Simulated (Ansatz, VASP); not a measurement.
## Si53N72 (V_Si): VASP beside Ansatz

Aim: how closely do two programs agree when they are given the same cell, functional and k mesh? The cell is taken from a series of runs on this material, whose earlier steps may have relaxed, scaled, displaced or heated it; both programs get it as it stands.

Program: Ansatz 0.2.0. Level of theory: plane waves, with VASP 6.6.1 beside it; single point at r2SCAN. Results are calculated unless marked as measured.

**1. Set-up**

The cell holds 125 atoms: 53 Si and 72 N. Its edges and angles: a = 13.206 Å, b = 13.206 Å, c = 8.731 Å, α = 90.0°, β = 90.0°, γ = 120.0°. It derives from Si3N4 (Si3N4 (P6_3/m)). Nearest the centre at fractional (0.353, 0.473, 0.583): N79 at 1.78 Å, N88 at 1.82 Å, N112 at 1.82 Å, N84 at 1.83 Å, Si37 at 2.87 Å, Si2 at 2.87 Å, Si27 at 2.95 Å, Si31 at 2.99 Å. The cell carries charge −1.

**2. Ansatz: single point, r2SCAN**

Ansatz runs on its PAW soft_1 files.

A single point gives forces, pressure and levels at one fixed geometry, so differences don't come from the geometry; what else differs is listed under the comparison.

input.yaml

```yaml
crystal:
  checkpoint: "../qm1_M3.relax.run"
  host: checkpoint
total_charge: -1
basis:
  ecutwfc: 500
  xc_grid: 2
hamiltonian:
  xc: r2scan
  pseudopotentials: { kind: paw, azcp: { folder: soft_1 } }
kpoints:
  mp_grid: { grid: [1, 1, 1], shift: [0.25, 0.25, 0.25] }
magnetization:
  spin_polarized: true
  initial_magnetization: 3
  spin_locking: { lock_magnetization: hard }
scf:
  occupations: { method: fermi_dirac, width: 0.01 }
  max_iter: 100
output:
  forces: true
  eigenvalues: true
  charged_corrections:
    epsilon: [4.29, 4.29, 4.37]
    static_epsilon: [8.29, 8.29, 8.25]
    defect_position: [0.352834, 0.473222, 0.583333]
checkpoint:
  write: "../qm1_M3.r2scan.run"
  compress: false
  write_wavefunctions: false
  write_every: 100000
```

Command:

```console
$ ansatz run input.yaml --threads 4 --pin off --max-ram 15073MiB --backend cpu --events-out ev --progress --plain --runs-dir out
```

Numbers of over 12 decimals in the logs are rounded to 6 here.

Output:

```text
Warning: This run holds its total moment fixed (magnetization.spin_locking.lock_magnetization: hard) and mixes its density by anderson or broyden (scf.mixing.algorithm, typed or taken by auto). Slabs with a fixed moment have converged under broyden above another state at the same moment, at the default mixing steps and at smaller ones, and under scf.lower_state_search: standard, light or off a state that such a mixer [...]
crystal.checkpoint: the structure is that of <dir>, a `relax` run, at its step 8: its result, under pbesol at a charge of -1 e; 125 atoms read, 4 with a starting moment; this deck's functional is r2scan; this run starts in the magnetic order that was found there; no density is read with it (checkpoint.read); crystal.structure_sha256 for this input is
Engine: ansatz 0.2.0, aarch64-unknown-linux-gnu
Pseudopotentials: kind: paw
Pseudopotential: Si, paw, valence charge 4, recommended cutoff 500 eV (meta_gga), soft_1/Si.paw.azcp
Pseudopotential: N, paw, valence charge 5, recommended cutoff 500 eV (meta_gga), soft_1/N.paw.azcp
Functional definition: r2SCAN
  parameter k0 = 0.174
  parameter k1 = 0.065
  parameter a1 = 4.9479
  exchange = r2scan_x(k0 = k0, k1 = k1, a1 = a1)
  correlation = r2scan_c
Crystal: 125 atoms, lattice volume = 1318.628 Å³
Basis set: ecut = 500 eV, 33415 PW (Γ), exchange–correlation on 200×200×128 points (8 copies of the dense FFT grid, shifted against one another)
Bands: 413, of which v1, the nominal top of the filled ones, is band 287 counted from 1 (286 counted from 0)
Symmetry: 1 space group operations
Space group: P1 (ITA 1), of the structure as read, at distance tolerance 1.1e-4 Å
Magnetic group: BNS 1.1 (UNI 1), of the structure as read, at distance tolerance 1.1e-4 Å
k-points: 1
Non-local potential: Si, projectors of the file, l = 0: 2, l = 1: 2, l = 2: 1
Non-local potential: N, projectors of the file, l = 0: 2, l = 1: 2, l = 2: 1
PAW form: soft (Blöchl's): semilocal exchange-correlation on the pseudo side does not see the compensation charge
PAW frozen core: Si, regenerated for the run's functional (the file was generated under x = pbe(κ = 0.804, μ = 0.219515), c = pbe(β = 0.066725))
PAW frozen core: N, regenerated for the run's functional (the file was generated under x = pbe(κ = 0.804, μ = 0.219515), c = pbe(β = 0.066725))
PAW one-centre angular grid: Si, 302 points (default); XC on 160 Gauss nodes
PAW one-centre angular grid: N, 302 points (default); XC on 160 Gauss nodes
Initial density: superposition of atomic densities (chi_scale 0.1, normalization cell, long waves kept (reshape's long-wave potential 0.17 eV rms))
Starting moments: Σ|m| = 3 μB on 4 of 125 sites
Initial wavefunctions: pseudopotential atomic-orbital guess
Functional: x = r2scan, c = r2scan; τ floored in thin density (d = 2e-4 eV/Å³)
SCF iter   1: F=—  HF=-61788.179418 eV  |F-HF|=—  |Δ(HF+E_count)|=         —  Δρ=7.45e-2 (↑7.35e-2 ↓7.45e-2)  dr2=3.04e2  dr2_τ=1.03e1  dr2_m=6.19e-1  M=3.000 μB ∫|m|=3.178 μB  β_m=1.20  ethr=3.10e-3  ⟨swp⟩=6.0  Hψ=3740  notcnv=0  defer=101
preconditioner: auto → Resta (q_TF=auto, 2.374 Å⁻¹)  ε∞=3.3  [insulator: Δε(μ)=0.470 eV  Ē_g=16.183 eV  σ=0.010 eV  W_gap=1.00  n_scr=282 (ndim 8)  ℏωp=24.5 eV  f_vac=0.010  D(μ)=0.00/eV (n_scr^D=0)  ε∞_Penn≈3.3]
spin=Collinear: Resta preconditioning applied to the charge; magnetization (m = ρ↑ − ρ↓) channel mixes plain (no charge-response kernel on spin).
SCF iter   2: F=—  HF=-61726.522098 eV  |F-HF|=—  |Δ(HF+E_count)|=    6.17e1  Δρ=4.00e-2 (↑4.00e-2 ↓3.98e-2)  dr2=8.52e1  dr2_τ=7.16e-1  dr2_m=5.65e-2  M=3.000 μB ∫|m|=3.280 μB  β_m=1.20  ethr=3.10e-3  ⟨swp⟩=3.0  Hψ=1543  notcnv=0  defer=243  κ⁻¹=1.0e0(r=1)
SCF iter   3: F=—  HF=-61717.145761 eV  |F-HF|=—  |Δ(HF+E_count)|=    9.38e0  Δρ=2.50e-2 (↑1.89e-2 ↓2.50e-2)  dr2=2.01e1  dr2_τ=2.07e-1  dr2_m=6.50e-1  M=3.000 μB ∫|m|=3.798 μB  β_m=1.20  ethr=3.10e-3  ⟨swp⟩=3.5  Hψ=1177  notcnv=0  defer=243  κ⁻¹=9.0e-2(r=2)
SCF iter   4: F=—  HF=-61716.905443 eV  |F-HF|=—  |Δ(HF+E_count)|=   2.40e-1  Δρ=1.59e-2 (↑1.54e-2 ↓1.59e-2)  dr2=9.06e0  dr2_τ=7.32e-2  dr2_m=2.63e-2  M=3.000 μB ∫|m|=3.452 μB  β_m=1.20  ethr=3.10e-3  ⟨swp⟩=2.5  Hψ=1398  notcnv=0  defer=242  κ⁻¹=2.2e-2(r=3)
SCF iter   5: F=—  HF=-61718.487894 eV  |F-HF|=—  |Δ(HF+E_count)|=    1.58e0  Δρ=1.96e-2 (↑7.80e-3 ↓1.96e-2)  dr2=1.13e1  dr2_τ=1.88e-1  dr2_m=9.38e-1  M=3.000 μB ∫|m|=3.574 μB  β_m=1.20  ethr=1.58e-3  ⟨swp⟩=4.0  Hψ=1039  notcnv=0  defer=242  κ⁻¹=3.0e-3(r=4)
[...]
atom 119  N      0.05635126    -0.02670350    -0.02540357
  atom 120  N     -0.01680681     0.03693577    -0.04398223
  atom 121  N      0.06065046    -0.00258079     0.02417160
  atom 122  N      0.06303194     0.01621259    -0.00292031
  atom 123  N      0.02625610     0.02965810    -0.01291910
  atom 124  N      0.00138177     0.06775884    -0.01940303
  atom 125  N     -0.00693919     0.05529186    -0.02532511
  max |Σ_I F_I| component: 1.28e-2 eV/Å
--- Charged-cell corrections in eV (Makov–Payne, q = -1.000 e, ε = [4.290, 4.290, 4.370] of the electrons, [8.290, 8.290, 8.250] with the ions) ---
  F (periodic)     = -61718.127255  (uncorrected; the corrections below are reported, never added to it)
  E_corr1          = +0.417357  (monopole, q²α_M/2ε̄L, of the cell on which ε is isotropic)
  F Makov-Payne    = n/a  (the rows are of the electrons' constant alone; ansatz place-levels tells what screens the charge)
  no potential alignment in this run, which stands beside a crystal: run the host's input off ansatz write-host-input, and read the two finished runs by ansatz place-levels (neither reads a slab, a wire or a sheet, whose cell leaves a vacuum)
--- Band table (eV) ---
  k-point 0 ↑: bands = [... 283 lower, 7.3465, 7.3922, 7.4635, 7.5289, 7.6842, 13.0613, 13.1556, 13.1689, ... 122 higher]
  k-point 0 ↓: bands = [... 283 lower, 7.7965, 7.9509, 8.3964, 8.5792, 8.7816, 13.0681, 13.1660, 13.1783, ... 122 higher]
```

**3. VASP: single point, r2SCAN**

The same cell, functional, mesh and smearing now go to VASP, with its own data sets.

Lines of VASP's logs that name or quote its potential files are left out, and so is its time.

INCAR

```
SYSTEM = Si53N72
PREC = Accurate
ENCUT = 580
EDIFF = 1E-06
NELM = 200
ISMEAR = -1
SIGMA = 0.01
LREAL = Auto
ALGO = Normal
METAGGA = R2SCAN
LASPH = .TRUE.
NELECT = 573
NBANDS = 384
ISPIN = 2
MAGMOM = 0 0 0 -0 -0 -0 -0 -0 -0 -0 0 0 -0 -0 -0 -0 -0 -0 0 0 0 0 0 -0 -0 0 -0 -0 0 -0 0 0 0 -0 -0 0 0 0 0 0 0 -0 0 -0 -0 0 0 -0 0 0 0 -0 -0 0 0.02 0 0.01 0 -0 -0 0 0 0 0.04 0 0 0 0 0 0.02 0 0 -0 0 0 0 0 0 0.57 0 0.04 0 0.01 0.43 0 0 0 0.3 0 0 0.01 0 0.05 0 0 0.01 0 0 -0 -0 0 0 0.01 0 0.04 0 0.01 0 0 0 0 0.39 0 0 0.02 0 0 0.05 0 0.01 0 0 0 0 0
LORBIT = 11
LWAVE = .FALSE.
LCHARG = .FALSE.
ISIF = 2
ISYM = 0
NUPDOWN = 3
GGA_COMPAT = .FALSE.
LMIXTAU = .TRUE.
NCORE = 4
```

POSCAR

```
Si53N72
1.0
   11.4366858822      6.6029736727      0.0000000000
  -11.4366858822      6.6029736727      0.0000000000
    0.0000000000      0.0000000000      8.7307673276
Si N
53 72
Direct
    0.0194853888      0.8068136251      0.2498318399
    0.3511338646      0.4720548933      0.2546554720
[... 7 atom lines left out ...]
    0.1926433015      0.2122984290      0.2499987340
[... 3 atom lines left out ...]
    0.4538822084      0.3143275971      0.2502094444
[... 7 atom lines left out ...]
    0.5434705973      0.6825456588      0.4175004194
[... 1 atom line left out ...]
    0.1409006307      0.4533847219      0.4178033821
[... 2 atom lines left out ...]
    0.1932547173      0.2177902450      0.5833251240
    0.5267252457      0.8783310600      0.5832005441
[... 1 atom line left out ...]
    0.1211870715      0.6468666218      0.5832196693
    0.4575303436      0.3177769472      0.5832023367
[... 2 atom lines left out ...]
    0.6474994086      0.5280155090      0.4163224070
    0.9796648540      0.1937920499      0.4160221976
[... 1 atom line left out ...]
    0.3510706648      0.4719680183      0.9119386845
[... 2 atom lines left out ...]
    0.5436897591      0.6827262133      0.7489002398
[... 1 atom line left out ...]
    0.1408619678      0.4533531161      0.7486717133
[... 2 atom lines left out ...]
    0.1925817304      0.2122318281      0.9165292719
[... 3 atom lines left out ...]
    0.4538810415      0.3143106155      0.9161816553
[... 2 atom lines left out ...]
    0.6475370311      0.5279725867      0.7500108539
    0.9796235893      0.1937773877      0.7505182928
[... 1 atom line left out ...]
    0.3322563550      0.3312781255      0.2506714617
[... 4 atom lines left out ...]
    0.2107835817      0.4536899691      0.2492160592
[... 3 atom lines left out ...]
    0.4197337602      0.5431958876      0.0832298981
[... 5 atom lines left out ...]
    0.5445863458      0.7573185325      0.2493962177
[... 5 atom lines left out ...]
    0.5779494895      0.4524870589      0.2497245847
[... 2 atom lines left out ...]
    0.3349284196      0.3306448372      0.5843001675
[... 1 atom line left out ...]
    0.9984859002      0.3330673972      0.4131364372
[... 1 atom line left out ...]
    0.6679318651      0.6678844151      0.4172305706
    0.2013532150      0.4421932694      0.5832531689
[... 3 atom lines left out ...]
    0.4269184658      0.5473763002      0.4079674857
[... 1 atom line left out ...]
    0.1243719587      0.5772061106      0.4159611521
    0.4585560321      0.2443649084      0.4166800635
[... 1 atom line left out ...]
    0.2075355854      0.0908201879      0.5832248939
    0.5450155143      0.7576488553      0.5832007276
[... 1 atom line left out ...]
    0.1178949302      0.2084475884      0.4155705690
[... 3 atom lines left out ...]
    0.5818340329      0.4533897930      0.5831790191
[... 2 atom lines left out ...]
    0.3322355631      0.3312419311      0.9161044152
[... 1 atom line left out ...]
    0.9984543269      0.3330488234      0.7533049985
[... 1 atom line left out ...]
    0.6679567565      0.6678583132      0.7490449574
    0.2107543830      0.4536726414      0.9172457559
[... 3 atom lines left out ...]
    0.4268791932      0.5476599934      0.7588275546
[... 1 atom line left out ...]
    0.1242978427      0.5771640591      0.7504872041
    0.4585506266      0.2443438030      0.7497187214
[... 2 atom lines left out ...]
    0.5447678780      0.7574607097      0.9169708511
[... 1 atom line left out ...]
    0.1177738942      0.2083258786      0.7510128335
    0.4533201445      0.8770823795      0.7499066661
[... 2 atom lines left out ...]
    0.5779415481      0.4524756638      0.9166143913
    0.9085943274      0.1198415593      0.9169780898
```

KPOINTS

```
Points of the shifted mesh
1
Reciprocal
 0.2500000000  0.2500000000  0.2500000000 1
```

PAW data sets: Si and N (PBE family, release 64).

Command:

```console
$ mpirun -np 16 vasp_std
```

Output:

```text
[banner, memory and clock lines left out]
running   16 mpi-ranks, on    1 nodes
[...]
|                                                                             |
|               ----> ADVICE to this user running VASP <----                  |
|                                                                             |
|     You enforced a specific xc type in the INCAR file but a different       |
|     [... a line on the potential file left out ...]
|     I HOPE YOU KNOW WHAT YOU ARE DOING!                                     |
|                                                                             |

 LDA part: xc-table for (None), standard interpolation
 POSCAR, INCAR and KPOINTS ok, starting setup
[...]
entering main loop
       N       E                     dE             d eps       ncg     rms          rms(c)
DAV:   1     0.263380432731E+04    0.26338E+04   -0.30966E+05  1544   0.155E+03
DAV:   2    -0.127362674019E+04   -0.39074E+04   -0.37451E+04  1888   0.329E+02
DAV:   3    -0.156228843756E+04   -0.28866E+03   -0.28596E+03  1880   0.928E+01
DAV:   4    -0.156842322103E+04   -0.61348E+01   -0.61076E+01  1896   0.135E+01
DAV:   5    -0.156858634491E+04   -0.16312E+00   -0.16281E+00  1896   0.211E+00BRMIX: very serious problems
 the old and the new charge density differ
 old charge density:   572.00000 new  573.00000
    0.901E+01
DAV:   6    -0.134531573472E+04    0.22327E+03   -0.46516E+02  1768   0.308E+01    0.502E+01
DAV:   7    -0.128301167292E+04    0.62304E+02   -0.35272E+01  1904   0.126E+01    0.228E+01
DAV:   8    -0.133424384533E+04   -0.51232E+02   -0.23925E+01  1616   0.917E+00    0.128E+01
DAV:   9    -0.126416442060E+04    0.70079E+02   -0.15238E+01  1648   0.808E+00    0.571E+00
[...]
DAV:  33    -0.126993954346E+04    0.23666E-06   -0.11318E-04  1888   0.117E-02    0.630E-03
DAV:  34    -0.126993954580E+04   -0.23407E-05   -0.90785E-06  1640   0.545E-03    0.229E-03
DAV:  35    -0.126993954586E+04   -0.60987E-07   -0.86645E-07   936   0.126E-03
   1 F= -.12699395E+04 E0= -.12699395E+04  d E =-.452333E-10  mag=     3.0000
```

OUTCAR, selected parts (step 3):

```text
 magnetization (x)
# of ion       s       p       d       tot
------------------------------------------
    1        0.000   0.000   0.000   0.000
    2       -0.002   0.000   0.000  -0.002
    3        0.000   0.000   0.000   0.000
    4       -0.000  -0.000   0.000  -0.000
    5       -0.001  -0.001   0.000  -0.002
    6       -0.000  -0.000   0.000  -0.000
[...]
123        0.000   0.000   0.000   0.000
  124        0.000   0.001   0.000   0.001
  125        0.000   0.002   0.000   0.002
--------------------------------------------------
tot          0.121   2.057   0.000   2.178
```

The cell is charged against a uniform background.

The run ends at a pressure of -0.33 GPa, with forces up to 0.81 eV/Å.

**4. Differences**

Known differences besides the potentials themselves: VASP starts from the moments at which Ansatz ended; VASP keeps PBE cores, Ansatz makes them for the functional; the cutoff is 500 eV in Ansatz and 580 eV in VASP (PREC = Accurate, projectors in real space); site moments are counted in spheres of each program's own size. Total energies have different zeros and are not compared.

The two programs side by side:

```csv
quantity,Ansatz,VASP,difference
"total moment, fixed by the input (μB)",3.00,3.00,0.00
moment on N79 (μB),0.57,0.60,-0.03
moment on N84 (μB),0.43,0.47,-0.04
moment on N112 (μB),0.39,0.43,-0.04
moment on N88 (μB),0.30,0.32,-0.02
```

Forces on 7 of the 125 atoms, those with the largest forces and the largest differences (eV/Å; atoms numbered as in POSCAR):

```csv
atom,"Ansatz x, y, z","VASP x, y, z"
Si24,"-0.242, -0.014, -0.581","-0.251, -0.014, -0.616"
Si37,"0.206, -0.483, 0.264","0.209, -0.531, 0.300"
Si40,"0.005, 0.336, -0.320","0.006, 0.396, -0.350"
Si42,"-0.286, -0.042, 0.554","-0.304, -0.050, 0.587"
N79,"0.490, -0.401, 0.437","0.499, -0.413, 0.484"
N112,"-0.312, 0.239, 0.317","-0.336, 0.249, 0.331"
N118,"0.151, -0.261, -0.112","0.162, -0.283, -0.125"
```

The forces differ by 8.4 meV/Å r.m.s., which is 8.1 % of the r.m.s. force of 0.104 eV/Å (both taken over all components). The cell carries a charge of -1 e against a uniform background, so its pressure also hangs on how the neutralising background is counted, and in a defect's cell a gap may be the spacing between its levels.

**5. Results**

```
r.m.s. force difference (single point, r2SCAN) : 8.4 meV/Å
```

**Reading.** The r.m.s. force difference is 8.4 meV/Å (single point, r2SCAN), within the 12 meV/Å picked in this series as the mark of a large difference. Such differences can come from data sets, numerical settings and the points named under the comparisons, not from the functional's error against experiment.

[Lines on the potential files, build, host, timing and source positions are cut from VASP's logs without a mark.]

[Logs are printed without paths, hosts, clocks, repeated set-up lines and the standing remarks that a program may print on its own settings, such as how far it seeks lower states.]

[Hosts, paths, dates, database ids (printed as entryN), source tags and the programs' standing remarks are cut or masked in the printed files.]
